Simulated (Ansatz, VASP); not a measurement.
One calculation of BN, two programs

File INCAR:

```
ALGO = Normal ; EDIFF = 1E-7
EDIFFG = -0.01 ; ENCUT = 600
IBRION = 2 ; ISIF = 3
ISMEAR = -1 ; LASPH = T
LCHARG = F ; LMIXTAU = T
LREAL = F ; LWAVE = F
METAGGA = R2SCAN ; NELM = 100
NSW = 40 ; PREC = Accurate
SIGMA = 0.05
```

KPOINTS

```
k-points
0
Gamma
  13 13 13
```

The input POSCAR:

```
BN
1.0
    0.0000000000      1.8130010000      1.8130010000
    1.8130010000      0.0000000000      1.8130010000
    1.8130010000      1.8130010000      0.0000000000
N B
1 1
Direct
    0.2500000000      0.2500000000      0.2500000000
    0.0000000000      0.0000000000      0.0000000000
```

input.yaml

```yaml
crystal:
  lattice:
    - [0.0, 1.813001, 1.813001]
    - [1.813001, 0.0, 1.813001]
    - [1.813001, 1.813001, 0.0]
  atoms:
    - { symbol: "N", position: [0.25, 0.25, 0.25] }
    - { symbol: B, position: [0.0, 0.0, 0.0] }
hamiltonian:
  xc: r2scan
  pseudopotentials: { kind: paw }
kpoints:
  mp_grid: { grid: [13, 13, 13] }
scf:
  occupations: { method: fermi_dirac, width: 0.05 }
output:
  forces: true
  stress: true
  eigenvalues: true
relax:
  f_tol: 0.01
  max_steps: 40
  cell: { stress_tol: 0.05 }
```

The cell is a database's computed one.

Alike in both runs: task relaxation of cell and atoms; functional r2SCAN; k mesh 13 × 13 × 13; occupations fermi-dirac, width 0.05 eV; no spin polarisation.

```csv
,VASP,Ansatz
version,VASP 6.6.1,Ansatz 0.2.0
potentials or method,"VASP PAW PBE potentials, release 64 (N, B)",Ansatz PAW
plane-wave cutoff (eV),600,500
valence electrons in the cell,8,8
```

Ansatz gave:

| Quantity | Value |
| --- | --- |
| gap on the k mesh at the Fermi level, each at its own relaxed structure (eV) | 5.08 |
| relaxed volume (Å³/atom) | 5.88 |
| relaxed cell length with the largest relative difference (Å) | 2.552 |
| energy change over the relaxation (meV/atom) | -1 |

**Question.** Which values does VASP return?

**Answer.** gap on the k mesh at the Fermi level, each at its own relaxed structure (eV): 5.06; relaxed volume (Å³/atom): 5.90; relaxed cell length with the largest relative difference (Å): 2.555; energy change over the relaxation (meV/atom): -1.

Caveats: the PAW data sets were made with another functional, which shifts forces and pressure a little (VASP); an odd mesh through Γ misses points on the zone boundary, where band edges often lie (VASP); odd divisions of the mesh miss points on the zone boundary, where band edges often lie, so the gap on the mesh can be too wide (Ansatz); the plane-wave basis is chosen anew once the cell has moved, so the energies of steps on either side of that aren't comparable (Ansatz); the PAW data sets come from PBE, with cores solved anew for the run's functional, which leaves a small shift of forces and pressure (Ansatz). r2SCAN opens gaps a little over a GGA but as a rule still falls short of measured ones.
